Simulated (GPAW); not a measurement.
# 1 ML Ni on Cu(001), 3 substrate layers: which magnetic order is lowest, part 2 of 2

Wanted: the moments of 1 ML Ni on Cu(001), 3 substrate layers and the energy of each order that was tried.

GPAW 26.7.0; PBE; plane waves with GPAW's PAW setups, scalar-relativistic.

So far. Step 2 (Start 1: ferro +): After 23 cycles the largest moment stands at 0.527 μB. Step 3 (Order 2, typed as antiferro q=(1/2,1/2,0) +-): It was cut off while still iterating. More time helps where the residual falls; where it has stalled, the mixing must change.

### 4. Start 3: antiferro q=(0,1/2,0) +-

An opposed order shows whether the pairs that it reverses prefer unlike signs.

This order needs a doubled cell of 8 atoms. Its mesh is chosen so that both cells sample the same points.

Contents of order3.py:

```python
import json
import numpy as np
from ase import Atoms
from ase.parallel import paropen, parprint
from gpaw import GPAW

atoms = Atoms(['Cu', 'Cu', 'Cu', 'Cu', 'Cu', 'Cu', 'Ni', 'Ni'],
    cell=[[2.556191, 0.0, 0.0],
         [0.0, 5.112382, 0.0],
         [0.0, 0.0, 19.368211]],
    scaled_positions=[[0.0, 0.0, 0.361417],
         [0.0, 0.5, 0.361417],
         [0.5, 0.25, 0.45474],
         [0.5, 0.75, 0.45474],
         [0.0, 0.0, 0.548063],
         [0.0, 0.5, 0.548063],
         [0.5, 0.25, 0.638583],
         [0.5, 0.75, 0.638583]],
    pbc=True,
    magmoms=[0.0, 0.0, 0.0, 0.0, 0.0, 0.0, 1.0, -1.0])
atoms.calc = GPAW(mode={'name': 'pw', 'ecut': 500},
    xc='PBE',
    kpts={'size': (14, 7, 1), 'gamma': True},
    occupations={'name': 'fermi-dirac', 'width': 0.05},
    convergence={'density': 1e-05, 'energy': 1e-05},
    maxiter=250,
    symmetry={'tolerance': 1e-4},
    txt='order3.txt')
e = atoms.get_potential_energy(force_consistent=True)
res = {'free_energy': e, 'energy_sigma0': atoms.get_potential_energy(), 'fermi_energy': atoms.calc.get_fermi_level()}
res['moments'] = atoms.get_magnetic_moments().tolist()
res['total'] = atoms.get_magnetic_moment()
parprint('site moments (muB):', np.round(res['moments'], 3))
parprint(f"total moment: {res['total']:.3f} muB")
parprint(f'free energy: {e:.6f} eV')
atoms.calc.write('order3.gpw')
with paropen('results.json', 'w') as f:
    json.dump(res, f)
```

Command:

```
$ OMP_NUM_THREADS=1 mpirun -n 4 gpaw python order3.py > order3.log
```

Numbers of over 12 decimals in the logs are rounded to 6 here.

The log of the run:

```text
Input parameters:
  mode=PW(ecut=500),
  convergence={'density': 1e-05, 'energy': 1e-05},
  kpts=MonkhorstPack(size=(14, 7, 1), gamma=True),
  maxiter=250,
  occupations=Occupations(name='fermi-dirac', width=0.05),
  symmetry=Symmetry(tolerance=0.0001),
  xc=XC(name='PBE')

Diagonalizing LCAO Hamiltonian
Converting LCAO to pw mode
    .-----.
   /|     |
  / |     |
 *  |     |
 |  |     |
 |  |     |
 |  |     |
 |  |     |
 |  |     |
 |  | Ni  |
[...]
|  |Ni   |
 |Cu|     |
[...]
Cu | Cu  |
 |  |Cu   |
[...]
[... 123 iterations left out ...]
|iter: 134|    1151s |  -33.263754c| -7.53c| -4.37 |  -0.0105|
|iter: 135|    1156s |  -33.263750c| -7.47c| -4.33 |  -0.0103|
|iter: 136|    1166s |  -33.263761c| -8.67c| -4.49 |  -0.0103|
|iter: 137|    1175s |  -33.263726c| -7.51c| -4.28 |  -0.0105|
|iter: 138|    1185s |  -33.263755c| -7.60c| -4.20 |  -0.0114|
|iter: 139|    1194s |  -33.263789c| -6.42 | -4.12 |  -0.0116|
|iter: 140|    1204s |  -33.263930c| -5.61 | -3.53 |  -0.0108|
|iter: 141|    1214s |  -33.263788c| -6.41 | -3.19 |  -0.0110|
|iter: 142|    1223s |  -33.263757c| -6.85 | -3.57 |  -0.0113|
|iter: 143|    1233s |  -33.263754c| -8.16c| -4.06 |  -0.0115|
```

It took 21 min on 4 MPI ranks of Arm Neoverse V2, shared host; peak memory 1.5 GiB.

The run was cut off at its time limit.

It was cut off while still iterating. More time helps where the residual falls; where it has stalled, the mixing must change.

### 5. Run 4 (no spin polarisation)

A run without seeds gives the energy of the state without moments.

Contents of nospin.py:

```python
import json
import numpy as np
from ase import Atoms
from ase.parallel import paropen, parprint
from gpaw import GPAW

atoms = Atoms(['Cu', 'Cu', 'Cu', 'Ni'],
    cell=[[2.556191, 0.0, 0.0],
         [0.0, 2.556191, 0.0],
         [0.0, 0.0, 19.368211]],
    scaled_positions=[[0.0, 0.0, 0.361417],
         [0.5, 0.5, 0.45474],
         [0.0, 0.0, 0.548063],
         [0.5, 0.5, 0.638583]],
    pbc=True)
atoms.calc = GPAW(mode={'name': 'pw', 'ecut': 500},
    xc='PBE',
    kpts={'size': (14, 14, 1), 'gamma': True},
    occupations={'name': 'fermi-dirac', 'width': 0.05},
    convergence={'density': 1e-05, 'energy': 1e-05},
    maxiter=250,
    symmetry={'tolerance': 1e-4},
    txt='nospin.txt')
e = atoms.get_potential_energy(force_consistent=True)
res = {'free_energy': e, 'energy_sigma0': atoms.get_potential_energy(), 'fermi_energy': atoms.calc.get_fermi_level()}
parprint(f'free energy: {e:.6f} eV')
atoms.calc.write('nospin.gpw')
with paropen('results.json', 'w') as f:
    json.dump(res, f)
```

Command:

```
$ OMP_NUM_THREADS=1 mpirun -n 4 gpaw python nospin.py > nospin.log
```

The log of the run:

```text
free energy: -16.647807 eV

--- nospin.txt ---
Input parameters:
  mode=PW(ecut=500),
  convergence={'density': 1e-05, 'energy': 1e-05},
  kpts=MonkhorstPack(size=(14, 14, 1), gamma=True),
  maxiter=250,
  occupations=Occupations(name='fermi-dirac', width=0.05),
  symmetry=Symmetry(tolerance=0.0001),
  xc=XC(name='PBE')

Diagonalizing LCAO Hamiltonian
Converting LCAO to pw mode
   .-----.
  /|     |
 * |     |
[...]
|          0 |       -62.821 |     2.000 |
|        ... |               |           |
|         18 |        -1.727 |     2.000 |
|         19 |        -1.540 |     2.000 |
|         20 |        -1.540 |     2.000 |
|         21 |        -1.458 |     2.000 |
[...]
|         30 |         6.319 |     0.000 |
|         31 |         7.468 |     0.000 |
|         32 |        14.074 |     0.000 |
|         33 |        14.074 |     0.000 |

No gap
No difference between direct/indirect transitions

[key lines of the parts left out:]
Free energy:     -16.647807
Converged in 19 steps
dipole moment: (-11.106862, -11.106862, -0.033050)  # |e|*Ang
Fermi level: 0.001
```

Wall time 25 s (4 MPI ranks); peak memory 0.81 GiB.

Read from the output:

```
final state : non-magnetic (no spin polarisation)
```

It lies 13.8 meV a seeded atom over the first start.

### 6. The states side by side

These are free energies at a smearing of 0.05 eV, so its entropy term is in the differences. They are divided by the number of seeded atoms, so that cells of unlike size compare. Wavevectors q in the names are fractions of the reciprocal vectors of the first run's cell.

Orders:

```tsv
start	final state	typed order kept	energy over the lowest (meV a seeded atom)	largest site moment (μB)	net moment (μB a primitive cell)	mesh matched	CPU time (s)
ferro +	ferromagnetic	yes	0	0.5267	0.4803	yes	225
no spin polarisation	non-magnetic	-	13.84	0	0	yes	99.73
```

### 7. Summary of results

| Property | Result |
| --- | --- |
| lower run | with moments |
| largest site moment | 0.527 μB |
| next state | non-magnetic, 13.8 meV a seeded atom higher |
| energy gained by spin polarisation | 13.8 meV a seeded atom |

What this shows: No opposed order could be compared. The parallel start holds moments up to 0.527 μB. Spin polarisation gains little. 2 starts gave no converged result and are missing from the ranking; where cut off, the energy had nearly settled, +14.3 and +12.7 meV a seeded atom from the lowest. No antiferromagnetic order was obtained, so the session says nothing on how the moments order.

[Logs and program files are shortened in this print: banners, set-up blocks, solver, clock and traceback lines can be left out without a mark of their own.]

[Logs are printed without paths, hosts, clocks, repeated set-up lines and the standing remarks that a program may print on its own settings, such as how far it seeks lower states.]

[Hosts, paths, dates, database ids (printed as entryN), source tags and the programs' standing remarks are cut or masked in the printed files.]

[Where a cell is said to come from a database of computed structures, the database is the Materials Project.]
